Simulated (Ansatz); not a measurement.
# SiO2 with nitrogen replacing O: a ladder of calculations

Cell of run 1: a supercell of SiO2 (space group Ima2) built from an entry of the Crystallography Open Database (COD; perhaps a calculated or model structure), with all atoms left at the host's positions.

```
CELL_PARAMETERS angstrom
-5.10850 3.97895 2.47825
10.21700 -7.95790 4.95650
5.10850 3.97895 -2.47825
ATOMIC_POSITIONS crystal
Si 0.85660 0.30091 0.45843
Si 0.85660 0.80092 0.45843
Si 0.14340 0.19909 0.54157
Si 0.14340 0.69908 0.54157
Si 0.85660 0.44909 0.75477
Si 0.85660 0.94908 0.75477
Si 0.14340 0.05092 0.24523
Si 0.14340 0.55092 0.24523
O 0.87536 0.38205 0.26992
O 0.87536 0.88205 0.26992
O 0.49418 0.30272 0.73008
O 0.49418 0.80272 0.73008
O 0.87536 0.05272 0.61126
O 0.87536 0.55272 0.61126
O 0.49418 0.13205 0.38874
O 0.49418 0.63205 0.38874
N 0.96610 0.39578 0.67453
O 0.96610 0.89579 0.67453
O 0.11704 0.14578 0.32547
O 0.11704 0.64579 0.32547
O 0.09431 0.29716 0.50000
O 0.09431 0.79715 0.50000
O 0.09431 0.04716 0.00000
O 0.09431 0.54715 0.00000
```

Atoms are numbered from 1 in the order listed; like atoms form one site, named after its first atom.

Relaxed positions (PBE, cell held):

```
CELL_PARAMETERS angstrom
-5.10850 3.97895 2.47825
10.21700 -7.95790 4.95650
5.10850 3.97895 -2.47825
ATOMIC_POSITIONS crystal
Si 0.87157 0.30702 0.47133
Si 0.84833 0.79759 0.45381
Si 0.14853 0.20129 0.53621
Si 0.13685 0.69661 0.54996
Si 0.86549 0.44808 0.75792
Si 0.85515 0.94968 0.75288
Si 0.15597 0.05243 0.24553
Si 0.12843 0.54660 0.24418
O 0.86620 0.37692 0.26369
O 0.87899 0.88166 0.26630
O 0.49179 0.30405 0.73132
O 0.49589 0.80851 0.73732
O 0.87740 0.05350 0.60739
O 0.86887 0.55464 0.62098
O 0.50126 0.12975 0.38494
O 0.48573 0.62932 0.37881
N 0.00808 0.40645 0.69712
O 0.95886 0.89197 0.67329
O 0.12283 0.14591 0.31990
O 0.11786 0.64743 0.33380
O 0.08006 0.28931 0.47145
O 0.08839 0.79516 0.50181
O 0.09651 0.04543 0.99782
O 0.07265 0.55152 0.00222
```

All runs are DFT with Ansatz 0.2.0 (plane waves and PAW, scalar-relativistic unless spin–orbit coupling is named, Γ-centred meshes, Fermi–Dirac smearing where given) in this cell, at cell charge -1.

Run 1: PBE, atoms at the host's positions; 420 eV, 4×2×3 k-points, smearing 0.01 eV.
Run 2: PBE, atoms relaxed; 420 eV, 4×2×3 k-points, smearing 0.01 eV.
Run 3: r2SCAN, at the relaxed atoms; 500 eV, 4×2×3 k-points, smearing 0.01 eV.

| run | O9 V_zz (η) | O14 V_zz (η) | N V_zz (η) |
| --- | --- | --- | --- |
| 1 | 9.06 (0.34) | 9.11 (0.31) | 2.64 (0.24) |
| 2 | 8.32 (0.39) | 8.17 (0.45) | 2.52 (0.66) |
| 3 | ? | ? | ? |

V_zz in 10²¹ V/m²; 3 of the 24 sets of like atoms are followed.

Q: Estimate the row of run 3.

A: O9: 8.22 (0.40); O14: 8.07 (0.46); N: 2.31 (0.73). It lies nearest to run 2, from whose tensors on these sites it differs by 0.22 at most (largest principal value of the difference, on N). Taken one at a time, the positions of the atoms (as given or relaxed) move the tensors on these sites by up to 2.36 (largest principal value of the change, on O14), the functional (r2SCAN with its higher cutoff) by 0.22 (N).

The defect repeats with the cell of 24 atoms, so it feels its images: sites between two images don't show the values beside a lone defect, and zeros or small values of η there can come from the images' arrangement. O carries a gradient in the pure host already, so the values there aren't the defect's effect alone. A uniform background compensates the cell's charge. In run 1 the atoms aren't at the calculated equilibrium (largest force 3.0 eV/Å).
